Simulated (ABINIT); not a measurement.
# CdS (Hawleyite) (F-43m) in ABINIT: a series of runs

One crystal, CdS (Hawleyite), is run at these levels: TB-mBJ, r2SCAN; tasks: band structure, equation of state.

Everything below comes from runs of ABINIT 10.8.3 (patched build). Logs are shortened: lines on timing, memory, paths and dates and some standing lists are left out, and cuts for length are marked. The log counts tension as positive stress, the text compression.

### 1 The crystal as given

It takes space group F-43m (No. 216, cubic). The conventional cell has a = 5.833 Å, b = 5.833 Å, c = 5.833 Å, α = 90.00°, β = 90.00°, γ = 90.00°. Cd (site symmetry -43m) has 4 S at 2.53 Å as nearest neighbours. S (site symmetry -43m) has 4 Cd at 2.53 Å as nearest neighbours.

### 2 Band structure, TB-mBJ

Contents of run.abi:

```
# Datasets: ground state, then fixed potential
ndtset 2

# Pseudopotentials
pp_dirpath "./"
pseudos "Cd.LDA_PW-JTH.xml, S.LDA_PW-JTH.xml"

# Structure
acell 3*1.0
rprim
     0.0000000000     5.5113862425     5.5113862425
     5.5113862425     0.0000000000     5.5113862425
     5.5113862425     5.5113862425     0.0000000000
ntypat 2
znucl 48 16
natom 2
typat 1 2
xred
     0.0000000000     0.0000000000     0.0000000000
     0.7500000000     0.7500000000     0.7500000000

# Plane-wave basis
ecut 26.0
pawecutdg 48.0

# Exchange and correlation
ixc -208012
usekden 1
pawxcdev 0

# Bands and occupations
occopt 3
tsmear 0.05 eV

# SCF cycle
nstep 100
diemix 0.3
optforces 0
optstress 0

# Output
iomode 3
prtwf 0
prteig 0
prtebands 0
prtden1 1
prtkden1 1

# Dataset 1
kptopt1 1
ngkpt1 8 8 8
nshiftk1 1
shiftk1 0.0 0.0 0.0
nband1 13
tolvrs1 1.0e-7

# Dataset 2: bands along G-X-W-K-G-L-U-W-L-K
iscf2 -2
getden2 1
getkden2 1
nband2 19
nbdbuf2 4
tolwfr2 1.0e-11
kptopt2 -9
ndivsm2 5
prteig2 1
kptbounds2
     0.0000000000     0.0000000000     0.0000000000
     0.5000000000     0.0000000000     0.5000000000
     0.5000000000     0.2500000000     0.7500000000
     0.3750000000     0.3750000000     0.7500000000
     0.0000000000     0.0000000000     0.0000000000
     0.5000000000     0.5000000000     0.5000000000
     0.6250000000     0.2500000000     0.6250000000
     0.5000000000     0.2500000000     0.7500000000
     0.5000000000     0.5000000000     0.5000000000
     0.3750000000     0.3750000000     0.7500000000
```

Potentials or basis: JTH PAW LDA v2.0.

Started as:

```
$ abinit run.abi > log 2>&1
```

run.abo:

```text
.Version 10.8.3 of ABINIT
 DATASET    1 : space group F-4 3 m (#216); Bravais cF (face-center cubic)
================================================================================
 Values of the parameters that define the memory need for DATASET  1.
     intxc =       0    ionmov =       0      iscf =       7    lmnmax =      18
     lnmax =       6     mgfft =      36  mpssoang =       3    mqgrid =    3001
     natom =       2  nloc_mem =       2    nspden =       1   nspinor =       1
    nsppol =       1      nsym =      24    n1xccc =       1    ntypat =       2
    occopt =       3   xclevel =       2
       mpw =        2148          nfft =       46656          nkpt =          29
 PAW method is used; the additional fine FFT grid is defined by:
   mgfftf=        50    nfftf =    125000
================================================================================
================================================================================

 DATASET    2 : space group F-4 3 m (#216); Bravais cF (face-center cubic)
================================================================================
 Values of the parameters that define the memory need for DATASET  2.
     intxc =       0    ionmov =       0      iscf =      -2    lmnmax =      18
     lnmax =       6     mgfft =      36  mpssoang =       3    mqgrid =    3001
     natom =       2  nloc_mem =       2    nspden =       1   nspinor =       1
    nsppol =       1      nsym =      24    n1xccc =       1    ntypat =       2
    occopt =       3   xclevel =       2
       mpw =        2150          nfft =       46656          nkpt =          87
 PAW method is used; the additional fine FFT grid is defined by:
   mgfftf=        50    nfftf =    125000
================================================================================
================================================================================

--------------------------------------------------------------------------------
------------- Echo of variables that govern the present computation ------------
--------------------------------------------------------------------------------
 -outvars: echo values of preprocessed input variables --------
            acell      1.0000000000E+00  1.0000000000E+00  1.0000000000E+00 Bohr
              amu      1.12411000E+02  3.20660000E+01
           diemix      3.00000000E-01
             ecut      2.60000000E+01 Hartree
           getden1          0
           getden2          1
          getkden1          0
          getkden2          1
             iscf1          7
             iscf2         -2
                       outvar_i_n : Printing only first  50 k-points.
              ixc     -208012
           jdtset        1    2
                       outvar_i_n : Printing only first  50 k-points.
           kptopt1          1
           kptopt2         -9
[... 1019 lines left out ...]
...

 Integrated electronic density in atomic spheres:
 ------------------------------------------------
 Atom  Sphere_radius  Integrated_density
    1        2.50234         10.41859107
    2        1.90380          3.64938725

================================================================================

 ----iterations are completed or convergence reached----

 Mean square residual over all n,k,spin=   57.261E-13; max=  99.985E-13
 reduced coordinates (array xred) for    2 atoms
       0.000000000000      0.000000000000      0.000000000000
       0.750000000000      0.750000000000      0.750000000000

 cartesian coordinates (angstrom) at end:
    1      0.00000000000000     0.00000000000000     0.00000000000000
    2      4.37474999705509     4.37474999705509     4.37474999705509
 length scales=  1.000000000000  1.000000000000  1.000000000000 bohr
              =  0.529177210544  0.529177210544  0.529177210544 angstroms
 Eigenvalues (hartree) for nkpt=  87  k points:
 kpt#   1, nband= 19, wtk=  1.00000, kpt=  0.0000  0.0000  0.0000 (reduced coord)
  -0.30431   -0.13361   -0.13361   -0.13361   -0.11462   -0.11462    0.14650    0.14650
   0.14650    0.24205    0.41858    0.41858    0.41858    0.56824    0.56824    0.62114
   0.68410    0.68410    0.68410
 kpt#   2, nband= 19, wtk=  1.00000, kpt=  0.0357  0.0000  0.0357 (reduced coord)
  -0.30409   -0.13349   -0.13349   -0.13344   -0.11466   -0.11458    0.14360    0.14559
   0.14559    0.24538    0.41642    0.41995    0.41995    0.56366    0.56849    0.62485
   0.68554    0.68570    0.68570
 kpt#   3, nband= 19, wtk=  1.00000, kpt=  0.0714  0.0000  0.0714 (reduced coord)
  -0.30345   -0.13310   -0.13310   -0.13292   -0.11480   -0.11447    0.13590    0.14291
   0.14291    0.25429    0.41042    0.42398    0.42398    0.55170    0.56925    0.63559
   0.68935    0.69050    0.69050
 kpt#   4, nband= 19, wtk=  1.00000, kpt=  0.1071  0.0000  0.1071 (reduced coord)
  -0.30243   -0.13248   -0.13248   -0.13203   -0.11500   -0.11430    0.12528    0.13871
   0.13871    0.26671    0.40170    0.43052    0.43052    0.53591    0.57051    0.65222
   0.69488    0.69839    0.69839
 kpt#   5, nband= 19, wtk=  1.00000, kpt=  0.1429  0.0000  0.1429 (reduced coord)
[... 317 lines left out ...]
   0.10623    0.34341    0.39376    0.47122    0.47514    0.56646    0.59015    0.66699
   0.72175    0.74501    0.76676
 kpt#  85, nband= 19, wtk=  1.00000, kpt=  0.4028  0.4028  0.6944 (reduced coord)
  -0.28860   -0.12628   -0.12475   -0.11683   -0.11350   -0.09640    0.01752    0.06898
   0.10250    0.34449    0.39026    0.47735    0.48689    0.55545    0.58908    0.67891
   0.73370    0.74090    0.77230
 kpt#  86, nband= 19, wtk=  1.00000, kpt=  0.3889  0.3889  0.7222 (reduced coord)
  -0.28819   -0.12581   -0.12406   -0.11739   -0.11333   -0.09562    0.01873    0.06511
   0.09915    0.34301    0.38590    0.48663    0.49779    0.54760    0.59061    0.68657
   0.73201    0.73253    0.78928
 kpt#  87, nband= 19, wtk=  1.00000, kpt=  0.3750  0.3750  0.7500 (reduced coord)
  -0.28794   -0.12545   -0.12355   -0.11794   -0.11310   -0.09539    0.01889    0.06487
   0.09640    0.34066    0.38019    0.49426    0.50672    0.54660    0.59521    0.68393
   0.71979    0.73362    0.80176

== END DATASET(S) ==============================================================
================================================================================

 -outvars: echo values of variables after computation  --------
            acell      1.0000000000E+00  1.0000000000E+00  1.0000000000E+00 Bohr
           etotal1    -4.4999091386E+01
            fcart1     9.9999999999E+99  9.9999999999E+99  9.9999999999E+99
                       9.9999999999E+99  9.9999999999E+99  9.9999999999E+99
            rprim      0.0000000000E+00  5.5113862425E+00  5.5113862425E+00
                       5.5113862425E+00  0.0000000000E+00  5.5113862425E+00
                       5.5113862425E+00  5.5113862425E+00  0.0000000000E+00
           strten1     9.9999999999E+99  9.9999999999E+99  9.9999999999E+99
                       9.9999999999E+99  9.9999999999E+99  9.9999999999E+99
           xangst      0.0000000000E+00  0.0000000000E+00  0.0000000000E+00
                       4.3747499971E+00  4.3747499971E+00  4.3747499971E+00
             xred      0.0000000000E+00  0.0000000000E+00  0.0000000000E+00
                       7.5000000000E-01  7.5000000000E-01  7.5000000000E-01
 Calculation completed.
```

Run time: 10 min. Hardware: 1 thread of Intel Xeon Platinum 8488C (Sapphire Rapids), shared host; peak memory 0.19 GiB.

What came out:

```
Band gap on the k mesh                                : 2.60 eV, direct
Band gap along the path                               : 2.60 eV, direct
Valence electrons inside the program's atomic spheres : Cd 10.42; S 3.65
```

Levels at the corners of the path, in eV from the valence-band top:
```csv
point,band 6,band 7,band 8,band 9,band 10,band 11,band 12,band 13
Γ,-7.11,0.00,0.00,0.00,2.60,7.40,7.40,7.40
X,-6.68,-3.51,-1.68,-1.68,4.73,5.25,10.44,12.02
W,-6.54,-3.44,-1.96,-1.95,6.27,6.39,8.33,8.91
K,-6.58,-3.47,-2.22,-1.36,5.28,6.36,9.46,9.80
Γ,-7.11,0.00,0.00,0.00,2.60,7.40,7.40,7.40
L,-6.77,-3.90,-0.67,-0.67,4.20,7.78,7.78,8.80
U,-6.58,-3.47,-2.22,-1.36,5.28,6.36,9.46,9.80
W,-6.54,-3.44,-1.96,-1.95,6.27,6.39,8.33,8.91
L,-6.77,-3.90,-0.67,-0.67,4.20,7.78,7.78,8.80
K,-6.58,-3.47,-2.22,-1.36,5.28,6.36,9.46,9.80
```

Caveat: the constant c of TB-mBJ comes from the pseudo density here, which moves gaps by up to 0.3 eV between sets of potentials; the PAW data sets were made with another functional, which shifts forces and pressure a little.

### 3 Equation of state, r2SCAN

Contents of run.abi:

```
# Datasets: one volume each
ndtset 7
getwfk -1
scalecart1 3*0.9795861087
scalecart2 3*0.9864848297
scalecart3 3*0.9932883884
scalecart4 3*1.0000000000
scalecart5 3*1.0066227096
scalecart6 3*1.0131594038
scalecart7 3*1.0196128224

# Pseudopotentials
pp_dirpath "./"
pseudos "Cd.GGA_PBE-JTH.xml, S.GGA_PBE-JTH.xml"

# Structure
acell 3*1.0
rprim
     0.0000000000     5.5113862425     5.5113862425
     5.5113862425     0.0000000000     5.5113862425
     5.5113862425     5.5113862425     0.0000000000
ntypat 2
znucl 48 16
natom 2
typat 1 2
xred
     0.0000000000     0.0000000000     0.0000000000
     0.7500000000     0.7500000000     0.7500000000

# Plane-wave basis
ecut 26.0
pawecutdg 48.0

# k points
kptopt 1
ngkpt 8 8 8
nshiftk 1
shiftk 0.0 0.0 0.0

# Exchange and correlation
ixc -497498
usekden 1
pawxcdev 0

# Bands and occupations
nband 13
occopt 3
tsmear 0.05 eV

# SCF cycle
nstep 100
tolvrs 1.0e-7

# Output
iomode 3
prtwf 1
prtden 0
prteig 0
prtebands 0
```

Potentials or basis: JTH PAW PBE v2.0.

Started as:

```
$ abinit run.abi > log 2>&1
```

It took 11 min on 1 thread of Intel Xeon Platinum 8488C (Sapphire Rapids), shared host; peak memory 0.22 GiB.

The run converged. Its results:

- Equilibrium volume: 25.42 Å³/atom
- Bulk modulus: 61 GPa
- Pressure derivative of the bulk modulus: 4.6 (rough: it moves with the points fitted)

Energy against volume, from the lowest point:
```
volume (Å³/atom)  energy (meV/atom)
          23.319              38.44
          23.815              21.58
          24.312               9.72
          24.808               2.80
          25.304               0.00
          25.800               0.90
          26.296               5.25
```

Caveat: pressures at fixed basis lie under the slope of the energies; the PAW data sets were made with another functional, which shifts forces and pressure a little. Zero-point motion and thermal expansion aren't in these numbers.
